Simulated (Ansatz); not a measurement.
# Li2O (Fm-3m) in Ansatz: further runs

One crystal, Li2O, is run at these levels: r2SCAN0, r2SCANh; tasks: band structure.

Everything below comes from runs of Ansatz 0.2.0. Logs are shortened: lines on timing, memory, paths and dates and some standing lists are left out, and cuts for length are marked.

**1. The crystal as given**

It takes space group Fm-3m (No. 225, cubic). The conventional cell has a = 4.654 Å, b = 4.654 Å, c = 4.654 Å, α = 90.00°, β = 90.00°, γ = 90.00°. O (site symmetry m-3m) is surrounded by 8 Li at 2.02 Å. Li (site symmetry -43m) is surrounded by 4 O at 2.02 Å.

The cell comes from a database or a generator and needn't be the stable form of this composition.

**2. Band structure, r2SCAN0**

input.yaml reads:

```yaml
crystal:
  lattice:
    - [0.0, 2.3268543819, 2.3268543819]
    - [2.3268543819, 0.0, 2.3268543819]
    - [2.3268543819, 2.3268543819, 0.0]
  atoms:
    - { symbol: O, position: [0.0, 0.0, 0.0] }
    - { symbol: Li, position: [0.25, 0.25, 0.25] }
    - { symbol: Li, position: [0.75, 0.75, 0.75] }
hamiltonian:
  xc: r2scan0
  pseudopotentials: { kind: paw }
kpoints:
  mp_grid: { grid: [5, 5, 5] }
  band_path:
    path:
      - [[0.0, 0.0, 0.0], [0.5, 0.0, 0.5], [0.5, 0.25, 0.75], [0.375, 0.375, 0.75], [0.0, 0.0, 0.0], [0.5, 0.5, 0.5], [0.625, 0.25, 0.625], [0.5, 0.25, 0.75], [0.5, 0.5, 0.5], [0.375, 0.375, 0.75]]
      - [[0.625, 0.25, 0.625], [0.5, 0.0, 0.5]]
    npoints: 4
scf:
  occupations: { method: fermi_dirac, width: 0.05 }
  n_extra_bands: 7
output:
  forces: true
  stress: true
  eigenvalues: true
  fatbands: false
```

Potentials or basis: Ansatz PAW.

Started as:

```sh
> ansatz run input.yaml --threads 2 --pin off --max-ram 5632MiB --backend cpu --events-out ev --progress --plain --runs-dir out
```

Output:

```text
Warning: output.stress: scf.convergence.dr2_threshold = 1e-7 eV (the SCF's general default) is looser than the 3e-10 eV advised for a printed stress (1e-10 eV for each atom of the cell: 3). What an SCF threshold leaves in a stress goes as its square root, and in the free energy as the threshold itself, and one threshold admits the most on a small cell: of the crystals measured, under no hybrid functional and no lock of the moments, on runs that ended without the residual-converged pass, on stresses that held no estimate of that error, the worst erred by over 100 MPa in a component at 1e-7 eV an atom and by under 5 at 1e-10. Set scf.convergence.dr2_threshold to 3e-10 eV or tighter. The threshold is an SCF's pass mark: one that does not reach it within its budget of iterations ends unconverged, or closes short of it on a stop that the run arms, and scf.convergence.dr2_threshold's page says what that costs each kind of run
Warning: output.stress: scf.exx.energy_threshold = 1e-6 eV is looser than the 3e-8 eV advised for a stress under a hybrid functional (1e-8 eV for each atom of the cell: 3). Every SCF of the exchange loop can meet its threshold on dr2 while the loop round them stops early: no threshold on dr2 bounds what that leaves in the stress. Set scf.exx.energy_threshold to 3e-8 eV or tighter. The threshold is the loop's pass mark: a loop that does not reach it within its budget of cycles ends unconverged, and scf.exx.energy_threshold's page has the law
Warning: RAYON_NUM_THREADS=2 ignored (pool sized by the plan → 2); use --threads N
scf.n_extra_bands = 7 over 6 filled bands (N_el = 12.0): the run solves 13 bands
Engine: ansatz 0.2.0, x86_64-unknown-linux-gnu
Pseudopotentials: kind: paw
Pseudopotential: O, paw, valence charge 6, recommended cutoff 500 eV (meta_gga), O.paw.azcp
Pseudopotential: Li, paw, valence charge 3, recommended cutoff 500 eV (meta_gga), Li.paw.azcp
Functional definition: r2SCAN0
  parameter a = 0.25
  parameter k0 = 0.174
  parameter k1 = 0.065
  parameter a1 = 4.9479
  exchange = (1 - a)*r2scan_x(k0 = k0, k1 = k1, a1 = a1) + a*exact_x
  correlation = r2scan_c
Crystal: 3 atoms, lattice volume = 25.196 Å³
Basis set: ecut = 500 eV, 609 PW (Γ), exchange–correlation on 96×96×96 points (64 copies of the dense FFT grid, shifted against one another)
Bands: 13, of which v1, the nominal top of the filled ones, is band 6 counted from 1 (5 counted from 0)
Symmetry: 48 space group operations
Space group: Fm-3m (ITA 225), of the structure as read, at distance tolerance 2.9e-5 Å
k-points: 10 of 125
Non-local potential: O, projectors of the file, l = 0: 2, l = 1: 2, l = 2: 1
Non-local potential: Li, projectors of the file, l = 0: 3, l = 1: 2, l = 2: 1
PAW form: soft (Blöchl's): semilocal exchange-correlation on the pseudo side does not see the compensation charge
PAW frozen core: O, regenerated for the run's functional, and the local potential with it (the file was generated under x = pbe(κ = 0.804, μ = 0.2195149727645171), c = pbe(β = 0.06672455060314922))
PAW one-centre angular grid: O, 302 points (default); XC on 160 Gauss nodes
PAW one-centre angular grid: Li, 302 points (default); XC on 327 of its mesh's 2665 points in the sphere
Initial density: superposition of atomic densities (neutral atoms: chi_scale 0, normalization atom), corrected by the library's trained network
Initial wavefunctions: pseudopotential atomic-orbital guess
Functional: x = r2scan, c = r2scan; τ floored in thin density (d = 2e-4 eV/Å³), warm-up for x = 0.75 r2scan + 0.25 exact, c = r2scan; τ floored in thin density (d = 2e-4 eV/Å³)
SCF iter   1: F=—  HF=-982.089858 eV  |F-HF|=—  |Δ(HF+E_count)|=         —  Δρ=6.43e-3  dr2=1.18e-2  dr2_τ=5.65e-2  ethr=1.77e-3  ⟨swp⟩=7.4  Hψ=637  notcnv=0
preconditioner: auto → none  [insulator: Δε(μ)=5.852 eV  Ē_g=20.658 eV  σ=0.050 eV  W_gap=1.00  n_scr=8 (ndim 8)  ℏωp=20.9 eV  f_vac=0.000  D(μ)=0.00/eV (n_scr^D=0)]
SCF iter   2: F=-982.178466 eV  HF=-982.179263 eV  |F-HF|=7.97e-4  |Δ(HF+E_count)|=   8.94e-2  Δρ=4.84e-3  dr2=2.00e-3  dr2_τ=6.42e-4  ethr=9.80e-5  ⟨swp⟩=3.9  Hψ=400  notcnv=0  defer=3
SCF 1 stopped early in 2 iterations: F = -982.178466 eV  dr2 = 2.00e-3
Initial density: handed on by an earlier stage of this run
Initial wavefunctions: those handed on with the density
Functional: x = 0.75 r2scan + 0.25 exact, c = r2scan; τ floored in thin density (d = 2e-4 eV/Å³)
Frozen-core exchange: fock
SCF iter   1: F=—  HF=-981.725087 eV  |F-HF|=—  |Δ(HF+E_count)|=         —  Δρ=7.77e-3  dr2=6.30e-3  dr2_τ=7.37e-4  ethr=1.67e-4  ⟨swp⟩=4.2  Hψ=426  notcnv=0
preconditioner: auto → none  [insulator: Δε(μ)=7.907 eV  Ē_g=23.176 eV  σ=0.050 eV  W_gap=1.00  n_scr=8 (ndim 8)  ℏωp=20.9 eV  f_vac=0.000  D(μ)=0.00/eV (n_scr^D=0)]
SCF iter   2: F=—  HF=-981.723293 eV  |F-HF|=—  |Δ(HF+E_count)|=   1.79e-3  Δρ=3.25e-3  dr2=1.79e-3  dr2_τ=1.22e-4  ethr=4.77e-5  ⟨swp⟩=2.0  Hψ=209  notcnv=0
SCF iter   3: F=—  HF=-981.722873 eV  |F-HF|=—  |Δ(HF+E_count)|=   4.20e-4  Δρ=8.37e-4  dr2=3.95e-4  dr2_τ=1.85e-5  ethr=1.02e-5  ⟨swp⟩=2.0  Hψ=219  notcnv=0
SCF iter   4: F=—  HF=-981.724508 eV  |F-HF|=—  |Δ(HF+E_count)|=   1.63e-3  Δρ=5.72e-4  dr2=1.27e-4  dr2_τ=5.50e-6  ethr=1.13e-6  ⟨swp⟩=3.1  Hψ=224  notcnv=0
iter 5 solved again at ethr=5.09e-9 eV; its pass at ethr=9.40e-7 eV (dr2=6.11e-7 eV) is discarded
SCF iter   5: F=—  HF=-981.724476 eV  |F-HF|=—  |Δ(HF+E_count)|=   3.26e-5  Δρ=6.24e-5  dr2=1.12e-5  dr2_τ=7.09e-8  ethr=5.09e-9  ⟨swp⟩=4.0  Hψ=565  notcnv=0
SCF iter   6: F=—  HF=-981.724522 eV  |F-HF|=—  |Δ(HF+E_count)|=   4.66e-5  Δρ=2.07e-4  dr2=1.22e-5  dr2_τ=8.38e-7  ethr=5.09e-9  ⟨swp⟩=3.3  Hψ=239  notcnv=0
SCF iter   7: F=-981.724519 eV  HF=-981.724519 eV  |F-HF|=8.65e-9  |Δ(HF+E_count)|=   3.49e-6  Δρ=8.09e-6  dr2=2.34e-7  dr2_τ=9.76e-10  ethr=5.09e-9  ⟨swp⟩=4.0  Hψ=257  notcnv=0
SCF 2 stopped early in 7 iterations: F = -981.724519 eV  dr2 = 2.34e-7
hybrid outer 1: dexx = +1.785e-3 eV, tail = 2.58e-6 eV
Frozen-core exchange: fock
SCF iter   1: F=—  HF=-981.724545 eV  |F-HF|=—  |Δ(HF+E_count)|=         —  Δρ=2.72e-5  dr2=2.04e-7  dr2_τ=2.62e-8  ethr=1.08e-7  ⟨swp⟩=3.8  Hψ=307  notcnv=0
preconditioner: auto → none  [insulator: Δε(μ)=7.908 eV  Ē_g=23.150 eV  σ=0.050 eV  W_gap=1.00  n_scr=8 (ndim 8)  ℏωp=20.9 eV  f_vac=0.004  D(μ)=0.00/eV (n_scr^D=0)]
SCF iter   2: F=-981.724545 eV  HF=-981.724545 eV  |F-HF|=2.85e-9  |Δ(HF+E_count)|=   2.80e-9  Δρ=6.83e-6  dr2=1.02e-8  dr2_τ=1.46e-9  ethr=1.60e-9  ⟨swp⟩=3.8  Hψ=253  notcnv=0
SCF 3 converged in 2 iterations: F = -981.724545 eV  dr2 = 1.02e-8
  Residual-converged pass: ⟨swp⟩=3.0  Hψ=229  notcnv=0  max |occ|·‖R‖ = 2.1e-6 eV (tolerance 2.4e-6 eV)  dr2=1.02e-8  dr2_τ=1.46e-9  dr2_onsite=4.86e-10  max |Δocc| = 0.0e0
hybrid outer 2: dexx = +2.590e-8 eV, tail = 2.45e-8 eV, Δε = 1.05e-3 eV (about 1.40e-4 eV left of the loop's levels)
NSCF: frozen V_eff on 42 k-points
hybrid SCF converged: 2 outer / 9 inner (+2 warm-up), last move |dexx| = 2.59e-8 eV, tail = 2.45e-8 eV
Stability not checked: this state was not tested for a lower state beside it, because the functional holds exact exchange (a hybrid, or Hartree-Fock), whose exchange loop this test does not read (fock_operator; see scf.lower_state_search)
Free energy (F): -981.724545 eV
Frozen-core exchange: fock
Harris-Foulkes:  -981.724545 eV  (|F-HF|=2.85e-9)
Internal energy: -981.724545 eV  (E = F + TS)
E sigma→0 (E₀):  -981.724545 eV
Fermi energy:    4.872230 eV
--- Per-component energies (eV) ---
  E_band       = -216.545393
  E_kinetic    = 223.890654
  E_local      = -575.000513  (includes V_loc(G=0)·N_el)
  E_nonlocal   = -19.602309
  E_hartree    = 191.535935
  E_xc         = -74.519304
  E_vxc        = -105.368775  (∫ρ·V_xc dr)
  E_exx        = -47.735747  (= α·E_x^exact, valence–valence)
  E_paw        = -177.530869  (= ΣΔE_a)
  E_vpaw       = -33.857792  (= ΣTr[D̂ρ^β])
  E_aug_tail   = 0.000970  (compensation charges beyond the density's cutoff)
  E_vtau       = 5.792244  (kinetic-family band-sum trace: ∫τ·v_τ [+ j·A + Jᵃ·Aᵃ] dr)
  E_ewald      = -502.715121
  E_core_change = -0.048241  (= ΣΔE_core)
  E_smearing   = -0.000000  (= −TS)
  E_closure    = 0.000001  (closes the sum)
  Σ components = -981.724545   (vs F -981.724545, Δ=0.00e0)
--- Forces (eV/Å), atoms counted from 1 ---
  atom   1  O      0.00000000    -0.00000000     0.00000000
  atom   2  Li    -0.00000000    -0.00000000     0.00000000
  atom   3  Li    -0.00000000    -0.00000000     0.00000000
  max |Σ_I F_I| component: 3.24e-17 eV/Å
--- Stress (GPa, compression-positive) ---
       -6.044776       0.000000      -0.000000
       -0.000000      -6.044776       0.000000
       -0.000000      -0.000000      -6.044776
  P = ⅓ Tr σ = -6.0448 GPa (-60.448 kbar)
--- Band table (eV; the first three rows and the last of 10) ---
  k-point 0: bands = ["-45.5395", "-45.2400", "-16.6134", "0.8969", "0.8969", "0.8969", "8.8046", "16.1081", "16.1081", "16.1081", "23.1194", "23.1194", "23.1194"]
  k-point 1: bands = ["-45.5063", "-45.2642", "-16.5347", "-0.2650", "0.7249", "0.7249", "9.8585", "16.0206", "16.5178", "16.5178", "21.0622", "21.0622", "24.3174"]
  k-point 2: bands = ["-45.4241", "-45.3318", "-16.3964", "-1.7806", "0.4705", "0.4705", "12.0967", "14.6558", "16.2130", "16.2130", "21.8915", "21.8915", "26.6347"]
  k-point 9: bands = ["-45.3978", "-45.3483", "-16.3246", "-1.2217", "-0.5583", "-0.2498", "10.7954", "14.7610", "18.0220", "18.2703", "20.9220", "23.5287", "27.0315"]
```

Wall time 79 s (2 threads of Intel Xeon Platinum 8259CL at 2.50GHz (Skylake/Cascade Lake), shared host); peak memory 0.65 GiB.

Results:

```yaml
Free_energy: -981.7245 eV
Pressure: -6.0 GPa
Band_gap_on_the_k_mesh: 7.91 eV, direct
Band_gap_along_the_path: 7.71 eV, indirect (least direct gap 7.91 eV)
```

Levels at the corners of the path, in eV from the valence-band top:
| point | band 2 | band 3 | band 4 | band 5 | band 6 | band 7 | band 8 | band 9 | band 10 | band 11 |
| --- | --- | --- | --- | --- | --- | --- | --- | --- | --- | --- |
| Γ | -46.14 | -17.51 | 0.00 | 0.00 | 0.00 | 7.91 | 15.21 | 15.21 | 15.21 | 22.22 |
| X | -46.22 | -17.21 | -1.76 | -1.43 | -1.43 | 7.71 | 17.00 | 17.00 | 18.15 | 18.91 |
| W | -46.27 | -17.20 | -1.82 | -1.60 | -1.60 | 9.95 | 13.57 | 17.51 | 17.51 | 21.54 |
| K | -46.25 | -17.21 | -2.07 | -1.65 | -1.12 | 9.33 | 14.83 | 16.65 | 17.72 | 20.04 |
| Γ | -46.14 | -17.51 | 0.00 | 0.00 | 0.00 | 7.91 | 15.21 | 15.21 | 15.21 | 22.22 |
| L | -46.27 | -17.27 | -2.91 | -0.47 | -0.47 | 12.23 | 12.81 | 15.18 | 15.18 | 21.46 |
| U | -46.25 | -17.21 | -2.07 | -1.65 | -1.12 | 9.33 | 14.83 | 16.65 | 17.72 | 20.04 |
| W | -46.27 | -17.20 | -1.82 | -1.60 | -1.60 | 9.95 | 13.57 | 17.51 | 17.51 | 21.54 |
| L | -46.27 | -17.27 | -2.91 | -0.47 | -0.47 | 12.23 | 12.81 | 15.18 | 15.18 | 21.46 |
| K | -46.25 | -17.21 | -2.07 | -1.65 | -1.12 | 9.33 | 14.83 | 16.65 | 17.72 | 20.04 |
| U | -46.25 | -17.21 | -2.07 | -1.65 | -1.12 | 9.33 | 14.83 | 16.65 | 17.72 | 20.04 |
| X | -46.22 | -17.21 | -1.76 | -1.43 | -1.43 | 7.71 | 17.00 | 17.00 | 18.15 | 18.91 |

Caveat: the k mesh is coarse (spacing up to 0.47 Å⁻¹), so the values aren't converged, least of all with exact exchange; the k mesh misses the band edges, so the gap on the mesh is wider than the one along the path; the PAW data sets come from PBE, with cores solved anew for the run's functional, which leaves a small shift of forces and pressure; the thresholds are loose for stress.

**3. Band structure, r2SCANh**

Changes to input.yaml since step 2:

```diff
@@ -10,3 +10,3 @@
 hamiltonian:
-  xc: r2scan0
+  xc: r2scanh
   pseudopotentials: { kind: paw }
@@ -27 +27,5 @@
   fatbands: false
+  write_density: true
+  write_potential: true
+  elf: true
+  volumetric_format: npy
```

Potentials or basis: Ansatz PAW.

Started as:

```sh
> ansatz run input.yaml --threads 2 --pin off --max-ram 5632MiB --backend cpu --events-out ev --progress --plain --runs-dir out
```

Output:

```text
Warning: output.stress: scf.convergence.dr2_threshold = 1e-7 eV (the SCF's general default) is looser than the 3e-10 eV advised for a printed stress (1e-10 eV for each atom of the cell: 3). What an SCF threshold leaves in a stress goes as its square root, and in the free energy as the threshold itself, and one threshold admits the most on a small cell: of the crystals measured, under no hybrid functional and no lock of the moments, on runs that ended without the residual-converged pass, on stresses that held no estimate of that error, the worst erred by over 100 MPa in a component at 1e-7 eV an atom and by under 5 at 1e-10. Set scf.convergence.dr2_threshold to 3e-10 eV or tighter. The threshold is an SCF's pass mark: one that does not reach it within its budget of iterations ends unconverged, or closes short of it on a stop that the run arms, and scf.convergence.dr2_threshold's page says what that costs each kind of run
Warning: output.stress: scf.exx.energy_threshold = 1e-6 eV is looser than the 3e-8 eV advised for a stress under a hybrid functional (1e-8 eV for each atom of the cell: 3). Every SCF of the exchange loop can meet its threshold on dr2 while the loop round them stops early: no threshold on dr2 bounds what that leaves in the stress. Set scf.exx.energy_threshold to 3e-8 eV or tighter. The threshold is the loop's pass mark: a loop that does not reach it within its budget of cycles ends unconverged, and scf.exx.energy_threshold's page has the law
Warning: RAYON_NUM_THREADS=2 ignored (pool sized by the plan → 2); use --threads N
scf.n_extra_bands = 7 over 6 filled bands (N_el = 12.0): the run solves 13 bands
[... 4 set-up lines as earlier in the session ...]
Functional definition: r2SCANh
  parameter a = 0.1
[... 5 set-up lines as earlier in the session ...]
Crystal: 3 atoms, lattice volume = 25.196 Å³
Basis set: ecut = 500 eV, 609 PW (Γ), exchange–correlation on 96×96×96 points (64 copies of the dense FFT grid, shifted against one another)
Bands: 13, of which v1, the nominal top of the filled ones, is band 6 counted from 1 (5 counted from 0)
[... 2 set-up lines as earlier in the session ...]
k-points: 10 of 125
[... 8 set-up lines as earlier in the session ...]
[... 25 lines left out ...]
SCF iter   2: F=-981.993960 eV  HF=-981.993960 eV  |F-HF|=8.28e-11  |Δ(HF+E_count)|=  1.70e-10  Δρ=1.25e-6  dr2=1.38e-10  dr2_τ=2.91e-11  ethr=2.38e-11  ⟨swp⟩=4.0  Hψ=261  notcnv=0
SCF 3 converged in 2 iterations: F = -981.993960 eV  dr2 = 1.38e-10
  Residual-converged pass: ⟨swp⟩=2.0  Hψ=180  notcnv=0  max |occ|·‖R‖ = 2.2e-6 eV (tolerance 2.4e-6 eV)  dr2=1.37e-10  dr2_τ=2.88e-11  dr2_onsite=5.32e-11  max |Δocc| = 0.0e0
hybrid outer 2: dexx = +3.039e-10 eV, tail = 4.41e-10 eV, Δε = 1.39e-4 eV (about 1.55e-5 eV left of the loop's levels)
NSCF: frozen V_eff on 42 k-points
hybrid SCF converged: 2 outer / 9 inner (+2 warm-up), last move |dexx| = 3.04e-10 eV, tail = 4.41e-10 eV
Stability not checked: this state was not tested for a lower state beside it, because the functional holds exact exchange (a hybrid, or Hartree-Fock), whose exchange loop this test does not read (fock_operator; see scf.lower_state_search)
Free energy (F): -981.993960 eV
Frozen-core exchange: fock
Harris-Foulkes:  -981.993960 eV  (|F-HF|=8.28e-11)
Internal energy: -981.993960 eV  (E = F + TS)
E sigma→0 (E₀):  -981.993960 eV
Fermi energy:    5.133750 eV
--- Per-component energies (eV) ---
  E_band       = -198.840323
  E_kinetic    = 223.519088
  E_local      = -574.804773  (includes V_loc(G=0)·N_el)
  E_nonlocal   = -19.190649
  E_hartree    = 191.200026
  E_xc         = -87.711931
  E_vxc        = -125.588210  (∫ρ·V_xc dr)
  E_exx        = -19.072331  (= α·E_x^exact, valence–valence)
  E_paw        = -193.180630  (= ΣΔE_a)
  E_vpaw       = -54.799705  (= ΣTr[D̂ρ^β])
  E_aug_tail   = 0.000974  (compensation charges beyond the density's cutoff)
  E_vtau       = 7.767654  (kinetic-family band-sum trace: ∫τ·v_τ [+ j·A + Jᵃ·Aᵃ] dr)
  E_ewald      = -502.715121
  E_core_change = -0.038613  (= ΣΔE_core)
  E_smearing   = -0.000000  (= −TS)
  E_closure    = 0.000000  (closes the sum)
  Σ components = -981.993960   (vs F -981.993960, Δ=0.00e0)
--- Forces (eV/Å), atoms counted from 1 ---
  atom   1  O      0.00000000     0.00000000    -0.00000000
  atom   2  Li     0.00000000     0.00000000     0.00000000
  atom   3  Li     0.00000000     0.00000000    -0.00000000
  max |Σ_I F_I| component: 2.31e-17 eV/Å
--- Stress (GPa, compression-positive) ---
       -4.907388      -0.000000       0.000000
       -0.000000      -4.907388      -0.000000
       -0.000000      -0.000000      -4.907388
  P = ⅓ Tr σ = -4.9074 GPa (-49.074 kbar)
--- Band table (eV; the first three rows and the last of 10) ---
  k-point 0: bands = ["-43.3155", "-43.0182", "-15.0356", "1.7914", "1.7914", "1.7914", "8.4255", "15.6272", "15.6272", "15.6272", "22.6143", "22.6143", "22.6143"]
  k-point 1: bands = ["-43.2826", "-43.0424", "-14.9619", "0.6722", "1.6274", "1.6274", "9.4478", "15.5112", "16.0270", "16.0270", "20.5505", "20.5505", "23.8143"]
  k-point 2: bands = ["-43.2013", "-43.1098", "-14.8325", "-0.7753", "1.3856", "1.3856", "11.6220", "14.1387", "15.7416", "15.7416", "21.2918", "21.2918", "26.0946"]
  k-point 9: bands = ["-43.1753", "-43.1264", "-14.7654", "-0.2446", "0.4026", "0.6939", "10.3956", "14.2372", "17.4161", "17.6672", "20.4036", "22.9710", "26.4074"]
```

rho_z.tsv:

```text
# z_ang	rho[e/angstrom^3]
# format = ansatz-planar-average/11
# lattice	0.000000000	2.326854382	2.326854382
# lattice	2.326854382	0.000000000	2.326854382
# lattice	2.326854382	2.326854382	0.000000000
# sites	3
# site	8	0.000000000	0.000000000	0.000000000
# site	3	1.163427191	1.163427191	1.163427191
# site	3	3.490281573	3.490281573	3.490281573
0.000000	7.963149e-1
0.137111	7.735134e-1
0.274222	7.212453e-1
0.411334	6.719221e-1
0.548445	6.439742e-1
0.685556	6.247943e-1
[... 16 lines left out ...]
3.016447	7.212453e-1
3.153558	7.735134e-1
```

It took 78 s on 2 threads of Intel Xeon Platinum 8259CL at 2.50GHz (Skylake/Cascade Lake), shared host; peak memory 0.65 GiB.

What came out:

```
Free energy             : -981.9940 eV
Pressure                : -4.9 GPa
Band gap on the k mesh  : 6.63 eV, direct
Band gap along the path : 6.47 eV, indirect (least direct gap 6.63 eV)
```

Levels at the corners of the path, in eV from the valence-band top:
| point | band 2 | band 3 | band 4 | band 5 | band 6 | band 7 | band 8 | band 9 | band 10 | band 11 |
| --- | --- | --- | --- | --- | --- | --- | --- | --- | --- | --- |
| Γ | -44.81 | -16.83 | 0.00 | 0.00 | 0.00 | 6.63 | 13.84 | 13.84 | 13.84 | 20.82 |
| X | -44.89 | -16.55 | -1.67 | -1.37 | -1.37 | 6.47 | 15.48 | 15.48 | 16.61 | 17.53 |
| W | -44.94 | -16.54 | -1.76 | -1.52 | -1.52 | 8.67 | 12.16 | 15.99 | 15.99 | 20.11 |
| K | -44.92 | -16.55 | -1.99 | -1.56 | -1.08 | 8.06 | 13.37 | 15.18 | 16.20 | 18.63 |
| Γ | -44.81 | -16.83 | 0.00 | 0.00 | 0.00 | 6.63 | 13.84 | 13.84 | 13.84 | 20.82 |
| L | -44.95 | -16.60 | -2.79 | -0.44 | -0.44 | 10.84 | 11.42 | 13.82 | 13.82 | 19.94 |
| U | -44.92 | -16.55 | -1.99 | -1.56 | -1.08 | 8.06 | 13.37 | 15.18 | 16.20 | 18.63 |
| W | -44.94 | -16.54 | -1.76 | -1.52 | -1.52 | 8.67 | 12.16 | 15.99 | 15.99 | 20.11 |
| L | -44.95 | -16.60 | -2.79 | -0.44 | -0.44 | 10.84 | 11.42 | 13.82 | 13.82 | 19.94 |
| K | -44.92 | -16.55 | -1.99 | -1.56 | -1.08 | 8.06 | 13.37 | 15.18 | 16.20 | 18.63 |
| U | -44.92 | -16.55 | -1.99 | -1.56 | -1.08 | 8.06 | 13.37 | 15.18 | 16.20 | 18.63 |
| X | -44.89 | -16.55 | -1.67 | -1.37 | -1.37 | 6.47 | 15.48 | 15.48 | 16.61 | 17.53 |

Caveat: the k mesh is coarse (spacing up to 0.47 Å⁻¹), so the values aren't converged, least of all with exact exchange; the k mesh misses the band edges, so the gap on the mesh is wider than the one along the path; the PAW data sets come from PBE, with cores solved anew for the run's functional, which leaves a small shift of forces and pressure; the thresholds are loose for stress.
